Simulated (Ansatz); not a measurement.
# CoO: the cost of one run

Computed with Ansatz 0.2.0 (DFT PBEsol, scalar-relativistic, plane waves, PAW, unless a step's input says otherwise).

1 further run of the same task is left out (set aside as unsound or not needed).

## Step 1: Starting point

It takes space group R-3m (No. 166, trigonal). The conventional cell has a = 3.011 Å, b = 3.011 Å, c = 7.320 Å, α = 90.00°, β = 90.00°, γ = 120.00°. Around Co (site symmetry -3m) lie 6 O at 2.12 Å. Around O (site symmetry -3m) lie 6 Co at 2.12 Å.

Structure file:

```cif
data_structure
_symmetry_space_group_name_H-M 'R-3m:H'
_symmetry_Int_Tables_number 166
_cell_length_a 3.0109
_cell_length_b 3.0109
_cell_length_c 7.3198
_cell_angle_alpha 90.000
_cell_angle_beta 90.000
_cell_angle_gamma 120.000
_cell_volume 57.47
loop_
_atom_site_label
_atom_site_type_symbol
_atom_site_symmetry_multiplicity
_atom_site_Wyckoff_symbol
_atom_site_fract_x
_atom_site_fract_y
_atom_site_fract_z
_atom_site_occupancy
Co1 Co 3 a 0.00000 0.00000 0.00000 1
O1 O 3 b 0.33333 0.66667 0.16667 1
```

Source of the structure: the Materials Project (structure only).

(A quick probe on a coarse mesh, which set the mesh and smearing, is not shown.)

## Step 3: A loose first relaxation

File input.yaml:

```yaml
crystal:
  lattice:
    - [1.5054695445, 0.8691832468, 2.4399269062]
    - [-1.5054695445, 0.8691832468, 2.4399269062]
    - [0.0, -1.7383664936, 2.4399269062]
  atoms:
    - { symbol: Co, position: [0.0, 0.0, 0.0], spin: 2.64 }
    - { symbol: O, position: [0.5, 0.5, 0.5], spin: 0.33 }
basis:
  ecutwfc: 420
kpoints:
  mp_grid: { grid: [12, 12, 12] }
hamiltonian:
  xc: pbesol
scf:
  occupations: { method: gaussian, width: 0.1 }
output:
  forces: true
  stress: true
  eigenvalues: true
  populations: true
magnetization:
  spin_polarized: true
relax:
  adjacent_minimum: "off"
  f_tol: 0.05
  max_steps: 80
  cell: { stress_tol: 0.5 }
```

Started as:

```console
ansatz run input.yaml --threads 1 --pin off --max-ram 2560MiB --backend cpu --events-out ev --progress --plain --runs-dir out
```

What time and memory should one allow on 1 thread of Arm Neoverse V2, shared host?

About 87 s, with a peak of 0.43 GiB.
